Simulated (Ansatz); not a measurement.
AlN: frozen normal mode

Method: DFT PBE, scalar-relativistic, plane waves, PAW in Ansatz. Settings: plane waves to 420 eV, k-mesh 8×8×8 (Γ-centred), Gaussian smearing 0.05 eV. No spin polarisation. Energies are free energies at this smearing, counted from the undisturbed cell; pressure is positive in compression.

The starting cell (relaxed at this level):

```
CELL_PARAMETERS angstrom
-3.13024 0.00000 0.00000
0.00000 5.42173 0.00000
1.56512 -2.71087 -5.01798
ATOMIC_POSITIONS crystal
Al 0.99914 0.33247 0.99827
Al 0.49914 0.83247 0.99827
Al 0.24914 0.91580 0.49827
Al 0.74914 0.41580 0.49827
N 0.80836 0.14170 0.61673
N 0.30836 0.64170 0.61673
N 0.05836 0.72503 0.11673
N 0.55836 0.22503 0.11673
```

A zone-centre mode of this cell is frozen in: each atom moves by x times its row below, so x is the largest displacement.
```
atom ux uy uz
 Al1   1.000  0.000  0.000
 Al2   1.000  0.000  0.000
 Al3  -1.000  0.000  0.000
 Al4  -1.000  0.000  0.000
  N5  -0.885  0.000  0.000
  N6  -0.885  0.000  0.000
  N7   0.885  0.000  0.000
  N8   0.885  0.000  0.000
```

| x (Å) | ΔE (meV/cell) | force along the mode (eV/Å) | pressure (GPa) | gap on the mesh (eV) |
| --- | --- | --- | --- | --- |
| -0.1200 | 224.7 | 3.74 | -0.3 | 3.87 |
| -0.0600 | 56.2 | 1.87 | -0.1 | 3.99 |
| 0.0000 | 0.0 | 0.00 | 0.0 | 4.03 |
| 0.0150 | 3.5 | -0.47 | 0.0 | 4.03 |
| 0.0300 | 14.1 | -0.94 | 0.0 | 4.02 |
| 0.0450 | 31.6 | -1.41 | 0.0 | ? |
| 0.0750 | 87.8 | ? | -0.1 | ? |
| 0.0900 | 126.4 | -2.81 | -0.2 | 3.94 |
| 0.1050 | 172.0 | -3.27 | -0.3 | 3.91 |

By symmetry 0.1200 repeats -0.1200, -0.0900 repeats 0.0900, 0.0600 repeats -0.0600, -0.0300 repeats 0.0300 in energy, with the opposite slope along the path.

(1) Give the withheld values.

Answers

(1) gap on the mesh (eV) at x (Å) = 0.0450: 4.01; force along the mode (eV/Å) at x (Å) = 0.0750: -2.34; gap on the mesh (eV) at x (Å) = 0.0750: 3.97.